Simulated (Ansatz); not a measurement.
**Surface calculation: diamond Si (100), 2 layers**

The slab is cut from the diamond crystal, the stable phase, as relaxed on PAW files (20.06 Å³/atom), with 16 Å of vacuum and a dipole correction:

```
CELL_PARAMETERS angstrom
3.84242 0.00000 0.00000
0.00000 3.84242 0.00000
0.00000 0.00000 17.35850
ATOMIC_POSITIONS crystal
Si 0.75000 0.00000 0.46087
Si 0.25000 0.00000 0.53913
```

Level of theory: DFT with PBEsol, scalar-relativistic, in Ansatz 0.2.0; a Γ-centred 7×7×1 k mesh, Fermi–Dirac smearing of 0.02 eV, no spin polarisation. LAPW: all electrons, basis error target 1 meV/atom; PAW: frozen-core files, cutoff 420 eV.

The bulk energy comes from a cell in the slab's orientation on a 7×7×5 mesh. The surface energy is (E(slab) − N·E(bulk))/2A at zero smearing, the mean of both faces; thin slabs carry quantum-size effects.

The PAW files were made under PBE. Real surfaces of this kind reconstruct, which a 1×1 cell forbids.

Question: As cut, the LAPW slab lies 3.277 eV above 2 atoms of bulk. What surface energy is that?

Answer: Over two faces of 14.76 Å² it is 111.0 meV/Å², and times 16.02 J/m² per eV/Å² that gives γ = 1.778 J/m².

```csv
method,γ as cut (J/m²),γ relaxed (J/m²),Φ as cut (eV),Φ relaxed (eV)
LAPW,1.778,1.724,4.58,4.70
PAW,1.777,1.724,4.58,4.70
```

Question: How do the spacings between the planes relax?

Answer: From the bottom face up: d12 -13.7 % of 1.358 Å.

Question: A field of 0.5 V/Å is applied along the normal, atoms held. What follows?

Answer: LAPW finds an induced dipole of 0.1493 e·Å a cell (PAW 0.1494), that is 3.66 Å for 4πα over the area, against 1.17 Å between the outer atoms.

Question: What changes if the images along the normal are cut off in place of the dipole correction?

Answer: LAPW then gives: no gap, work function 4.70 eV; PAW: no gap, work function 4.70 eV.
